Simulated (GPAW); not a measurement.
Crystal: InP.

```
CELL_PARAMETERS angstrom
0.00000 2.93050 2.93050
2.93050 0.00000 2.93050
2.93050 2.93050 0.00000
ATOMIC_POSITIONS crystal
In 0.00000 0.00000 0.00000
P 0.25000 0.25000 0.25000
```

Base run:

```yaml
Program: GPAW 26.7.0
Functional: LDA
Potentials_or_basis: the program's PAW data sets (release 1.2.1) made for this functional
Cutoff: 500 eV
Basis: pw
k_mesh: 6 × 6 × 6
Occupations: fermi-dirac, width 0.05 eV
Spin: no spin polarisation
```

Its results: band gap on the k mesh 0.47 eV, direct; pressure -1.9 GPa.

**Question.** The run is repeated on the same cell with these changes: functional from LDA to RPBE; cutoff from 500 eV to 600 eV; spin from no spin polarisation to spin-orbit coupling, no magnetisation. What comes out?

**Answer.** Band gap on the k mesh 0.81 eV, direct; pressure 4.9 GPa.

Several settings changed at once, so the effect can't be laid on one alone.

Caveats: the cutoff is short for stress and forces, so pressures can be off by a GPa or more (some runs); spin-orbit coupling is left out, which moves the levels of the heavy elements (some runs); spin-orbit coupling was added after a scalar SCF, so levels and gaps hold it while energy, forces, pressure and moments don't (some runs); this program's spin-orbit splittings come out too wide for heavy elements (some runs).

Not every run made on this cell is shown here.
